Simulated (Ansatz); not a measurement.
VH₂: how the free axis answers a strain

VH₂, Fm-3m, a = 4.188 Å. The structure is a COD entry; whether it is the stable form wasn't checked. Ansatz: r2SCAN, PAW, 500 eV, Γ-centred 12×12×8 mesh on 6 atoms, Gaussian smearing 0.10 eV; no spin polarisation. Series: biaxial strain in the a-b plane, c and atoms relaxed; x is the strain in per cent. The axes a, b, c are those of the computed cell (2.961, 2.961, 4.188 Å), along [1 1 0], [-1 1 0], [0 0 1] of the cell named above. y is the change of c in per cent of 4.188 Å.

```
x (%) y (%)
 -3.0      ?
 -2.0   1.61
 -1.0   0.78
  0.0   0.00
  1.0  -0.77
  2.0  -1.55
  3.0  -2.32
```

Problem. Fit y = c1 x + c2 x² to the other rows, say what c1 measures, and predict the missing y.

Solution. Least squares on the rows shown. y = −0.7888 x + 0.005797 x². With no stress along c, c1 = −2C12/C11 = -0.789. At x = -3.0 the fit asked for gives 2.42 %. The run gave 2.50 %, so the fit is 0.08 % too low, 1.7 % of the span of the series, against an rms of 0.01 % on the fitted rows. The row lies outside the fitted range. With a term in x³ added, a fit to the same known rows predicts 2.47 %, which recovers part of the miss; the known rows don't hold the rest.

Cost: 7 runs of about 5 core-minutes in all, on Arm Neoverse V2 (shared hosts).